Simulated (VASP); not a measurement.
A run of VASP 6.6.1 is set up as follows.

The input INCAR:

```
SYSTEM = C
ALGO     = Normal         ! electronic algorithm
EDIFF    = 1E-6           ! SCF threshold, eV
ENCUT    = 520            ! plane-wave cutoff, eV
GGA      = PE             ! functional
ISIF     = 2              ! what is computed and relaxed
ISMEAR   = 0              ! smearing method
LASPH    = .True.         ! aspherical terms in the spheres
LCHARG   = .False.        ! write CHGCAR
LREAL    = .False.        ! projectors in reciprocal space
LWAVE    = .False.        ! write WAVECAR
NBANDS   = 11             ! bands
NELM     = 100            ! most SCF steps
PREC     = Accurate       ! precision mode
SIGMA    = 0.023          ! smearing width, eV
```

The input KPOINTS:

```
k-points
0
Gamma
  13 13 13
  0 0 0
```

File POSCAR:

```
C
1.0
    0.0000000000      1.7833700000      1.7833700000
    1.7833700000      0.0000000000      1.7833700000
    1.7833700000      1.7833700000      0.0000000000
C
2
Direct
    0.7500000000      0.7500000000      0.7500000000
    0.5000000000      0.5000000000      0.5000000000
```

Potentials or basis: VASP PAW PBE potentials, release 64 (C).

Launch:

```sh
$ cat potpaw_PBE.64/C/POTCAR > POTCAR
$ mpirun -np 1 vasp_std > vasp.out
```

Task: Predict the band gap on the k mesh.

Result: 4.14 eV, indirect (least direct gap 5.59 eV).

Task: Estimate the pressure.

Result: 2.5 GPa.

Caveat: an odd mesh through Γ misses points on the zone boundary, where band edges often lie.
